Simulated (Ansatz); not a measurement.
GaN:

```
Ga N
1.0
     0.00000    2.13524    2.13524
     2.13524    0.00000    2.13524
     2.13524    2.13524    0.00000
Ga N
1 1
Direct
  0.00000 0.00000 0.00000
  0.50000 0.50000 0.50000
```

Measurements of this composition are mostly on another form, of space group No. 186.

Base run:

```yaml
Program: Ansatz 0.2.0
Functional: HSE06
Potentials_or_basis: Ansatz PAW
Cutoff: "420 eV (not typed: the program's choice for these potentials)"
k_mesh: 8 × 8 × 8
Occupations: fermi-dirac, width 0.05 eV
Spin: no spin polarisation
```

Its results: band gap on the k mesh 1.65 eV, indirect (least direct gap 3.62 eV); pressure -9.9 GPa.

The run is repeated on the same cell with these changes: functional from HSE06 to PBE0. What comes out?

Band gap on the k mesh 2.34 eV, indirect (least direct gap 4.29 eV); pressure -10.1 GPa.

Caveats: the PAW data sets come from PBE, with cores solved anew for the run's functional, which leaves a small shift of forces and pressure; the thresholds are loose for stress.
